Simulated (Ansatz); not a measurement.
# GaN (Fm-3m) in Ansatz: settings compared

The runs below take GaN through relaxation of cell and atoms, with BLYP, BLYP+D3(BJ), BLYP+D4.

Everything below comes from runs of Ansatz 0.2.0. Logs are shortened: lines on timing, memory, paths and dates and some standing lists are left out, and cuts for length are marked.

### 1 Starting point

The structure is cubic, space group Fm-3m (No. 225). The conventional cell has a = 4.270 Å, b = 4.270 Å, c = 4.270 Å, α = 90.00°, β = 90.00°, γ = 90.00°. Ga (site symmetry m-3m) is surrounded by 6 N at 2.14 Å. N (site symmetry m-3m) has 6 Ga at 2.14 Å as nearest neighbours.

Measurements of this composition are mostly on another form, of space group No. 186.

### 2 Relaxation of cell and atoms, BLYP

The input, input.yaml:

```yaml
crystal:
  lattice:
    - [0.0, 2.135235, 2.135235]
    - [2.135235, 0.0, 2.135235]
    - [2.135235, 2.135235, 0.0]
  atoms:
    - { symbol: Ga, position: [0.0, 0.0, 0.0] }
    - { symbol: "N", position: [0.5, 0.5, 0.5] }
hamiltonian:
  xc: blyp
  pseudopotentials: { kind: paw }
kpoints:
  mp_grid: { grid: [11, 11, 11] }
scf:
  occupations: { method: fermi_dirac, width: 0.05 }
output:
  forces: true
  stress: true
  eigenvalues: true
relax:
  f_tol: 0.01
  max_steps: 40
  cell: { stress_tol: 0.05 }
```

Potentials or basis: Ansatz PAW.

The run is started by

```bash
> ansatz run input.yaml --threads 2 --pin off --max-ram 5632MiB --backend cpu --events-out ev --progress --plain --runs-dir out
```

Output:

```text
Warning: RAYON_NUM_THREADS=2 ignored (pool sized by the plan → 2); use --threads N
Engine: ansatz 0.2.0, aarch64-unknown-linux-gnu
Pseudopotentials: kind: paw
Pseudopotential: Ga, paw, valence charge 13, recommended cutoff 420 eV (normal), Ga.paw.azcp
Pseudopotential: N, paw, valence charge 5, recommended cutoff 420 eV (normal), N.paw.azcp
Functional definition: BLYP
  parameter beta = 0.0042
  parameter a = 0.04918
  parameter b = 0.132
  parameter c = 0.2533
  parameter d = 0.349
  exchange = b88_x(beta = beta)
  correlation = lyp_c(a = a, b = b, c = c, d = d)
Crystal: 2 atoms, lattice volume = 19.470 Å³
Basis set: ecut = 420 eV, 339 PW (Γ), exchange–correlation on 48×48×48 points (8 copies of the dense FFT grid, shifted against one another)
Bands: 13, of which v1, the nominal top of the filled ones, is band 9 counted from 1 (8 counted from 0)
Symmetry: 48 space group operations
Space group: Fm-3m (ITA 225), of the structure as read, at distance tolerance 2.7e-5 Å
k-points: 56 of 1331
Non-local potential: Ga, projectors of the file, l = 0: 2, l = 1: 2, l = 2: 3, l = 3: 1
Non-local potential: N, projectors of the file, l = 0: 2, l = 1: 2, l = 2: 1
PAW form: soft (Blöchl's): semilocal exchange-correlation on the pseudo side does not see the compensation charge
PAW frozen core: Ga, regenerated for the run's functional, and the local potential with it (the file was generated under x = pbe(κ = 0.804, μ = 0.2195149727645171), c = pbe(β = 0.06672455060314922))
PAW frozen core: N, regenerated for the run's functional, and the local potential with it (the file was generated under x = pbe(κ = 0.804, μ = 0.2195149727645171), c = pbe(β = 0.06672455060314922))
PAW one-centre angular grid: Ga, 590 points (default); XC on 64 Gauss nodes
PAW one-centre angular grid: N, 110 points (default); XC on 64 Gauss nodes
Initial density: superposition of atomic densities (neutral atoms: chi_scale 0, normalization atom), corrected by the library's trained network
Initial wavefunctions: pseudopotential atomic-orbital guess
Functional: x = b88, c = lyp
SCF iter   1: F=—  HF=-4177.903783 eV  |F-HF|=—  |Δ(HF+E_count)|=         —  Δρ=2.21e-2  dr2=8.25e-2  ethr=1.77e-3  ⟨swp⟩=4.4  Hψ=3673  notcnv=0
preconditioner: auto → none  [insulator: Δε(μ)=0.684 eV  Ē_g=19.232 eV  σ=0.050 eV  W_gap=1.00  n_scr=8 (ndim 8)  ℏωp=35.7 eV  f_vac=0.000  D(μ)=0.00/eV (n_scr^D=0)  ε∞_Penn≈4.4]
SCF iter   2: F=—  HF=-4177.882547 eV  |F-HF|=—  |Δ(HF+E_count)|=   2.12e-2  Δρ=7.24e-3  dr2=9.67e-3  ethr=4.58e-4  ⟨swp⟩=2.0  Hψ=1394  notcnv=0
SCF iter   3: F=—  HF=-4177.880032 eV  |F-HF|=—  |Δ(HF+E_count)|=   2.52e-3  Δρ=6.48e-4  dr2=5.32e-5  ethr=5.37e-5  ⟨swp⟩=2.1  Hψ=1116  notcnv=0
SCF iter   4: F=—  HF=-4177.880034 eV  |F-HF|=—  |Δ(HF+E_count)|=   2.00e-6  Δρ=3.96e-4  dr2=1.27e-5  ethr=2.95e-7  ⟨swp⟩=2.0  Hψ=1221  notcnv=0
iter 5 did not close the SCF: its close was put off for the readings that it lacked (scf_convergence_deferred on its scf_iter line)
SCF iter   5: F=-4177.880031 eV  HF=-4177.880031 eV  |F-HF|=5.21e-9  |Δ(HF+E_count)|=   3.11e-6  Δρ=3.82e-5  dr2=9.84e-8  ethr=7.05e-8  ⟨swp⟩=2.0  Hψ=1050  notcnv=0
SCF iter   6: F=-4177.880031 eV  HF=-4177.880031 eV  |F-HF|=6.18e-11  |Δ(HF+E_count)|=   2.02e-8  Δρ=4.83e-6  dr2=2.91e-9  ethr=5.46e-10  ⟨swp⟩=2.1  Hψ=2643  notcnv=0
SCF 1 converged in 6 iterations: F = -4177.880031 eV  dr2 = 2.91e-9
relax step   1: F+E_penalty+E_count = -4177.88003067 eV  Δ(F+E_penalty+E_count) = +0.000e0 eV  max|allowed force component| = 4.733e-30 eV/Å  Δτ_max = 0.0000 Å  P = +7.732 GPa  Ω = 19.470 Å³  (6 SCF iters, dr2 threshold 1.00e-7 eV, accepted)
Crystal: 2 atoms, lattice volume = 19.930 Å³
Basis set: ecut = 420 eV, 387 PW (Γ), exchange–correlation on 48×48×48 points (8 copies of the dense FFT grid, shifted against one another)
Initial density: handed on by an earlier stage of this run
Initial wavefunctions: those handed on with the density
iter 1 solved again at ethr=3.43e-5 eV; its pass at ethr=3.10e-3 eV (dr2=6.18e-3 eV) is discarded
SCF iter   1: F=—  HF=-4177.894727 eV  |F-HF|=—  |Δ(HF+E_count)|=         —  Δρ=5.56e-3  dr2=6.10e-3  ethr=3.43e-5  ⟨swp⟩=1.0  Hψ=4696  notcnv=0
preconditioner: auto → none  [insulator: Δε(μ)=0.219 eV  Ē_g=19.063 eV  σ=0.050 eV  W_gap=0.75  n_scr=8 (ndim 8)  ℏωp=35.3 eV  f_vac=0.000  D(μ)=0.07/eV (n_scr^D=0)  ε∞_Penn≈4.4]
SCF iter   2: F=—  HF=-4177.893299 eV  |F-HF|=—  |Δ(HF+E_count)|=   1.43e-3  Δρ=2.19e-3  dr2=1.07e-3  ethr=3.39e-5  ⟨swp⟩=1.5  Hψ=799  notcnv=0
[... 51 lines left out ...]
SCF iter   3: F=—  HF=-4177.897945 eV  |F-HF|=—  |Δ(HF+E_count)|=   7.38e-7  Δρ=3.27e-5  dr2=8.70e-8  ethr=1.71e-8  ⟨swp⟩=2.8  Hψ=1160  notcnv=0
iter 4 did not close the SCF: its close was put off for the readings that it lacked (scf_convergence_deferred on its scf_iter line)
SCF iter   4: F=-4177.897944 eV  HF=-4177.897944 eV  |F-HF|=6.96e-10  |Δ(HF+E_count)|=   7.86e-8  Δρ=8.87e-6  dr2=6.78e-9  ethr=4.84e-10  ⟨swp⟩=2.1  Hψ=1121  notcnv=0
iter 5 did not close the SCF: its close was put off for the readings that it lacked (scf_convergence_deferred on its scf_iter line)
SCF iter   5: F=-4177.897944 eV  HF=-4177.897944 eV  |F-HF|=1.40e-10  |Δ(HF+E_count)|=   1.47e-9  Δρ=5.10e-7  dr2=2.57e-11  ethr=3.77e-11  ⟨swp⟩=2.1  Hψ=1201  notcnv=0
SCF iter   6: F=-4177.897944 eV  HF=-4177.897944 eV  |F-HF|=1.82e-12  |Δ(HF+E_count)|=  2.73e-11  Δρ=6.72e-8  dr2=5.86e-13  ethr=1.00e-12  ⟨swp⟩=1.1  Hψ=2006  notcnv=0
SCF 6 converged in 6 iterations: F = -4177.897944 eV  dr2 = 5.86e-13
relax step   6: F+E_penalty+E_count = -4177.89794446 eV  Δ(F+E_penalty+E_count) = +8.331e-5 eV  max|allowed force component| = 5.719e-30 eV/Å  Δτ_max = 0.0000 Å  P = +0.006 GPa  Ω = 20.248 Å³  energy of the carried Pulay correction = -1.011e-4 eV  (6 SCF iters, dr2 threshold 1.26e-7 eV, accepted)
iter 1 solved again at ethr=7.57e-9 eV; its pass at ethr=3.10e-3 eV (dr2=1.36e-6 eV) is discarded
SCF iter   1: F=—  HF=-4177.898124 eV  |F-HF|=—  |Δ(HF+E_count)|=         —  Δρ=1.48e-5  dr2=7.41e-9  ethr=7.57e-9  ⟨swp⟩=3.2  Hψ=5903  notcnv=0
preconditioner: auto → none  [insulator: Δε(μ)=0.195 eV  Ē_g=18.929 eV  σ=0.050 eV  W_gap=0.69  n_scr=8 (ndim 8)  ℏωp=35.0 eV  f_vac=0.000  D(μ)=0.08/eV (n_scr^D=0)  ε∞_Penn≈4.4]
SCF iter   2: F=—  HF=-4177.898124 eV  |F-HF|=—  |Δ(HF+E_count)|=   2.22e-7  Δρ=7.46e-6  dr2=1.84e-9  ethr=4.12e-11  ⟨swp⟩=2.0  Hψ=1227  notcnv=0
SCF iter   3: F=—  HF=-4177.898124 eV  |F-HF|=—  |Δ(HF+E_count)|=   4.62e-9  Δρ=1.40e-6  dr2=1.06e-10  ethr=1.02e-11  ⟨swp⟩=2.0  Hψ=1233  notcnv=0
iter 4 did not close the SCF: its close was put off for the readings that it lacked (scf_convergence_deferred on its scf_iter line)
SCF iter   4: F=-4177.898124 eV  HF=-4177.898124 eV  |F-HF|=9.09e-12  |Δ(HF+E_count)|=  1.00e-11  Δρ=4.05e-7  dr2=1.12e-11  ethr=1.00e-12  ⟨swp⟩=2.0  Hψ=1223  notcnv=0
iter 5 did not close the SCF: its close was put off for the readings that it lacked (scf_convergence_deferred on its scf_iter line)
SCF iter   5: F=-4177.898124 eV  HF=-4177.898124 eV  |F-HF|=0.00e0  |Δ(HF+E_count)|=  1.18e-11  Δρ=4.03e-8  dr2=8.42e-14  ethr=1.00e-12  ⟨swp⟩=1.0  Hψ=728  notcnv=0
iter 6 did not close the SCF: its close was put off for the readings that it lacked (scf_convergence_deferred on its scf_iter line)
SCF iter   6: F=-4177.898124 eV  HF=-4177.898124 eV  |F-HF|=9.09e-13  |Δ(HF+E_count)|=  9.09e-13  Δρ=8.07e-9  dr2=5.97e-15  ethr=1.00e-12  ⟨swp⟩=1.0  Hψ=728  notcnv=0
iter 7 did not close the SCF: its close was put off for the readings that it lacked (scf_convergence_deferred on its scf_iter line)
SCF iter   7: F=-4177.898124 eV  HF=-4177.898124 eV  |F-HF|=0.00e0  |Δ(HF+E_count)|=  9.09e-13  Δρ=4.79e-10  dr2=1.32e-17  ethr=1.00e-12  ⟨swp⟩=1.0  Hψ=728  notcnv=0
SCF iter   8: F=-4177.898124 eV  HF=-4177.898124 eV  |F-HF|=1.82e-12  |Δ(HF+E_count)|=  9.09e-13  Δρ=1.51e-10  dr2=1.37e-18  ethr=1.00e-12  ⟨swp⟩=2.0  Hψ=2018  notcnv=0
SCF 7 converged in 8 iterations: F = -4177.898124 eV  dr2 = 1.37e-18
relax step   7: F+E_penalty+E_count = -4177.89812413 eV  Δ(F+E_penalty+E_count) = -1.797e-4 eV  max|allowed force component| = 3.665e-30 eV/Å  Δτ_max = 0.0000 Å  P = +0.009 GPa  Ω = 20.248 Å³  stress off target by 8.51e-3 GPa  SCF on the basis re-selected at this cell (its energy is not comparable with the rows above)  (8 SCF iters)
basis re-selected at this cell: Δ(F+E_penalty+E_count) = -1.797e-4 eV, ΔP = +0.002 GPa vs the last step (what re-selecting the basis moved, of the pressure what is left beyond the Pulay correction that the steps carried, after the strain that the cell walked since its last selection, with what the two solves' SCF thresholds leave and, on support functions, any second-order correction that the steps lacked; it is no measure of the basis error at this ecutwfc). This SCF's stress stands 8.51e-3 GPa from its target on what of the cell is left free (relax.cell.stress_tol is 5.00e-2 GPa) and its largest allowed force component is 3.66e-30 eV/Å (relax.f_tol is 1.00e-2 eV/Å): within both
SCF converged after 8 iterations
Free energy (F): -4177.898124 eV
Harris-Foulkes:  -4177.898124 eV  (|F-HF|=1.82e-12)
Internal energy: -4177.897307 eV  (E = F + TS)
E sigma→0 (E₀):  -4177.897716 eV
Entropy (-TS):   -0.000817 eV (-0.408 meV/atom)
Fermi energy:    12.506955 eV
--- Per-component energies (eV) ---
  E_band       = 33.029530
  E_kinetic    = 246.677453
  E_local      = -1724.527941  (includes V_loc(G=0)·N_el)
  E_nonlocal   = 473.412524
  E_hartree    = 805.474358
  E_xc         = -125.772751
  E_vxc        = -130.021384  (∫ρ·V_xc dr)
  E_paw        = -2137.298979  (= ΣΔE_a)
  E_vpaw       = -443.459810  (= ΣTr[D̂ρ^β])
  E_aug_tail   = -0.000028  (compensation charges beyond the density's cutoff)
  E_ewald      = -1715.880424
  E_core_change = 0.018480  (= ΣΔE_core)
  E_smearing   = -0.000817  (= −TS)
  E_closure    = -0.000000  (closes the sum)
  Σ components = -4177.898124   (vs F -4177.898124, Δ=0.00e0)
--- Forces (eV/Å), atoms counted from 1 ---
  atom   1  Ga    -0.00000000     0.00000000     0.00000000
  atom   2  N      0.00000000    -0.00000000    -0.00000000
  max |Σ_I F_I| component: 6.34e-30 eV/Å
--- Stress (GPa, compression-positive) ---
        0.008513       0.000000       0.000000
       -0.000000       0.008513      -0.000000
       -0.000000      -0.000000       0.008513
  P = ⅓ Tr σ = 0.0085 GPa (0.085 kbar)
--- Band table (eV; the first three rows and the last of 56) ---
  k-point 0: bands = ["-4.1466", "-1.9044", "-1.9044", "-1.9044", "-1.8296", "-1.8296", "11.9029", "11.9029", "11.9029", "13.8478", "26.9338", "26.9338", "26.9338"]
  k-point 1: bands = ["-3.9985", "-1.9082", "-1.8974", "-1.8974", "-1.8377", "-1.8377", "10.8249", "11.9189", "11.9189", "14.7735", "24.7026", "25.8139", "25.8139"]
  k-point 2: bands = ["-3.5687", "-1.9170", "-1.9058", "-1.9058", "-1.8324", "-1.8324", "9.0785", "11.9651", "11.9651", "16.0218", "22.6717", "24.2595", "24.2595"]
  k-point 55: bands = ["-2.9215", "-1.9173", "-1.8749", "-1.8622", "-1.6876", "0.8892", "7.1373", "7.3611", "8.7386", "16.6928", "21.3487", "22.6592", "22.6909"]
--- Relaxed structure (5 steps of the walk, 5 accepted, 2 SCFs on fresh bases) ---
  F+E_penalty+E_count = -4177.89812413 eV   max|allowed force component| = 3.665e-30 eV/Å   (the final SCF, on the basis selected at the relaxed cell)
  cell:  # Å, volume = 20.2480 Å³
    - [3.185068621616511e-36, 2.1633041684393706, 2.1633041684393706]
    - [2.1633041684393706, -6.974295081036407e-34, 2.1633041684393706]
    - [2.1633041684393706, 2.1633041684393706, -8.279979553455333e-34]
  atoms:
    - { symbol: Ga, position: [-2.5837843702318083e-36, 2.5837843702437716e-36, 3.523342323056329e-36] }
    - { symbol: N, position: [0.5, 0.5, 0.5] }
```

Run time: 4.3 s. Hardware: 2 threads of Arm Neoverse V2, shared host; peak memory 0.29 GiB.

What came out:

```yaml
Free_energy: -4177.8981 eV
Relaxed_volume: 10.12 Å³/atom
Relaxed_cell: a = 3.059 Å, b = 3.059 Å, c = 3.059 Å, α = 60.00°, β = 60.00°, γ = 60.00°
Space_group_after_relaxing_to_0.05_Å: Fm-3m (No. 225)
Energy_gained_by_relaxing: 9.0 meV/atom
Ionic_steps: 7
Pressure_after_relaxing: 0.0 GPa
Band_gap_on_the_k_mesh: 0.19 eV, indirect (least direct gap 1.94 eV)
```

The path:
```tsv
step	energy change (eV)	largest force (eV/Å)	volume (Å³)
1	0.0000	0.0000	19.47
2	-0.0130	0.0000	19.93
3	-0.0144	0.0000	20.20
4	-0.0143	0.0000	20.22
5	-0.0180	0.0000	20.22
6	-0.0179	0.0000	20.25
7	-0.0181	0.0000	20.25
```

Final structure:
```yaml
crystal:
  lattice:
    - [0.00000, 2.16330, 2.16330]
    - [2.16330, 0.00000, 2.16330]
    - [2.16330, 2.16330, 0.00000]
  atoms:
    - { symbol: Ga, position: [0.00000, 0.00000, 0.00000] }
    - { symbol: N, position: [0.50000, 0.50000, 0.50000] }
```

Caveat: odd divisions of the mesh miss points on the zone boundary, where band edges often lie, so the gap on the mesh can be too wide; the plane-wave basis is chosen anew once the cell has moved, so the energies of steps on either side of that aren't comparable; the pressure holds a Pulay correction of +0.6 GPa for the finite cutoff; the PAW data sets come from PBE, with cores solved anew for the run's functional, which leaves a small shift of forces and pressure. A k mesh can miss the band edges.

### 3 Relaxation of cell and atoms, BLYP+D3(BJ)

Changes to input.yaml since step 2:

```diff
@@ -11,2 +11,3 @@
   pseudopotentials: { kind: paw }
+  dispersion: d3bj
 kpoints:
```

Potentials or basis: Ansatz PAW.

The run is started by

```bash
> ansatz run input.yaml --threads 2 --pin off --max-ram 5632MiB --backend cpu --events-out ev --progress --plain --runs-dir out
```

Run time: 2.5 s. Hardware: 2 threads of Arm Neoverse V2, shared host; peak memory 0.29 GiB.

Results (log left out):

- Free energy: -4179.1940 eV
- Relaxed volume: 9.57 Å³/atom
- Relaxed cell: a = 3.002 Å, b = 3.002 Å, c = 3.002 Å, α = 60.00°, β = 60.00°, γ = 60.00°
- Space group after relaxing (to 0.05 Å): Fm-3m (No. 225)
- Energy gained by relaxing: 1.9 meV/atom
- Ionic steps: 4
- Pressure after relaxing: 0.0 GPa
- Band gap on the k mesh: 0.54 eV, indirect (least direct gap 2.62 eV)

The path:
```
step  energy change (eV)  largest force (eV/Å)  volume (Å³)
   1              0.0000                0.0000        19.47
   2             -0.0041                0.0000        19.26
   3             -0.0051                0.0000        19.14
   4             -0.0038                0.0000        19.14
```

Final structure:
```
Ga N
1.0
     0.00000    2.12300    2.12300
     2.12300    0.00000    2.12300
     2.12300    2.12300    0.00000
Ga N
1 1
Direct
  0.00000 0.00000 0.00000
  0.50000 0.50000 0.50000
```

Levels at points of the mesh, in eV from the valence-band top:
| k point | band 5 | band 6 | band 7 | band 8 | band 9 | band 10 | band 11 | band 12 | band 13 |
| --- | --- | --- | --- | --- | --- | --- | --- | --- | --- |
| (0.00, 0.00, 0.00) | -14.17 | -14.17 | -0.51 | -0.51 | -0.51 | 2.11 | 14.88 | 14.88 | 14.88 |

Caveat: odd divisions of the mesh miss points on the zone boundary, where band edges often lie, so the gap on the mesh can be too wide; the plane-wave basis is chosen anew once the cell has moved, so the energies of steps on either side of that aren't comparable; the pressure holds a Pulay correction of +0.7 GPa for the finite cutoff; the PAW data sets come from PBE, with cores solved anew for the run's functional, which leaves a small shift of forces and pressure. As with any semilocal functional, this BLYP gap is likely too small.

### 4 Relaxation of cell and atoms, BLYP+D4

Changes to input.yaml since step 3:

```diff
@@ -11,3 +11,3 @@
   pseudopotentials: { kind: paw }
-  dispersion: d3bj
+  dispersion: d4
 kpoints:
```

The run is started by

```bash
> ansatz run input.yaml --threads 2 --pin off --max-ram 5632MiB --backend cpu --events-out ev --progress --plain --runs-dir out
```

Run time: 5.8 s. Hardware: 2 threads of Arm Neoverse V2, shared host; peak memory 0.3 GiB.

The run converged. Its results:

| Quantity | Value |
| --- | --- |
| Free energy | -4179.6217 eV |
| Relaxed volume | 9.42 Å³/atom |
| Relaxed cell | a = 2.986 Å, b = 2.986 Å, c = 2.986 Å, α = 60.00°, β = 60.00°, γ = 60.00° |
| Space group after relaxing (to 0.05 Å) | Fm-3m (No. 225) |
| Energy gained by relaxing | 6.9 meV/atom |
| Ionic steps | 7 |
| Pressure after relaxing | 0.0 GPa |
| Band gap on the k mesh | 0.65 eV, indirect (least direct gap 2.83 eV) |

The path:
```tsv
step	energy change (eV)	largest force (eV/Å)	volume (Å³)
1	0.0000	0.0000	19.47
2	-0.0133	0.0000	19.08
3	-0.0163	0.0000	18.83
4	-0.0162	0.0000	18.85
5	-0.0138	0.0000	18.85
6	-0.0139	0.0000	18.83
7	-0.0138	0.0000	18.83
```

Final structure:
```xyz
2
Lattice="0.0000 2.1117 2.1117 2.1117 0.0000 2.1117 2.1117 2.1117 0.0000" Properties=species:S:1:pos:R:3 pbc="T T T"
Ga    0.0000    0.0000    0.0000
N     2.1117    2.1117    2.1117
```

Levels at points of the mesh, in eV from the valence-band top:
| k point | band 7 | band 8 | band 9 | band 10 | band 11 | band 12 |
| --- | --- | --- | --- | --- | --- | --- |
| (0.00, 0.00, 0.00) | -0.53 | -0.53 | -0.53 | 2.30 | 14.97 | 14.97 |

Caveat: odd divisions of the mesh miss points on the zone boundary, where band edges often lie, so the gap on the mesh can be too wide; the plane-wave basis is chosen anew once the cell has moved, so the energies of steps on either side of that aren't comparable; the pressure holds a Pulay correction of +0.7 GPa for the finite cutoff; the PAW data sets come from PBE, with cores solved anew for the run's functional, which leaves a small shift of forces and pressure.

### 5 The runs side by side

```csv
level,gap on the mesh (eV),pressure (GPa),relaxed volume (Å³/atom)
BLYP,0.19,0.0,10.12
BLYP+D3(BJ),0.54,0.0,9.57
BLYP+D4,0.65,0.0,9.42
```

Alike in all rows: task relaxation of cell and atoms; potentials or basis Ansatz PAW; no spin polarisation; cell relaxed; k mesh 11 × 11 × 11; cutoff (eV) 420; smearing fermi-dirac 0.05 eV.

Caveats: odd divisions of the mesh miss points on the zone boundary, where band edges often lie, so the gap on the mesh can be too wide; the plane-wave basis is chosen anew once the cell has moved, so the energies of steps on either side of that aren't comparable; the PAW data sets come from PBE, with cores solved anew for the run's functional, which leaves a small shift of forces and pressure.

Total energies depend on the potentials used, so only differences within one code and one set of settings carry meaning.
